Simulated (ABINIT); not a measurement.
Ti, 1 atom in the cell. It takes space group Fm-3m (No. 225, cubic). Conventional cell: a = 4.060 Å, b = 4.060 Å, c = 4.060 Å, α = 90.00°, β = 90.00°, γ = 90.00°. Ti (site symmetry m-3m) has 12 Ti at 2.87 Å as nearest neighbours. This isn't the form of Ti at room conditions, which is hcp.

```yaml
Program: ABINIT 10.8.3 (patched build)
Task: equation of state
Functional: PBEsol
Potentials_or_basis: JTH PAW PBE v2.0
Cutoff: 408 eV
k_mesh: 11 × 11 × 11
Occupations: fermi-dirac, width 0.05 eV
Spin: no spin polarisation
Fine-grid_cutoff: 816.342 eV
```

Potentials or basis: JTH PAW PBE v2.0.

The run is started by

```console
$ abinit run.abi > log 2>&1
```

Hardware: 1 thread of Arm Neoverse V1 (shared host).

**Question.** How long does it take, and how much memory?

**Answer.** It took 42 s on 1 thread of Arm Neoverse V1 (shared host), peak memory 0.12 GiB. Counts: scf iterations 58, mpi ranks 1, k points 56, bands 10, plane waves 306.
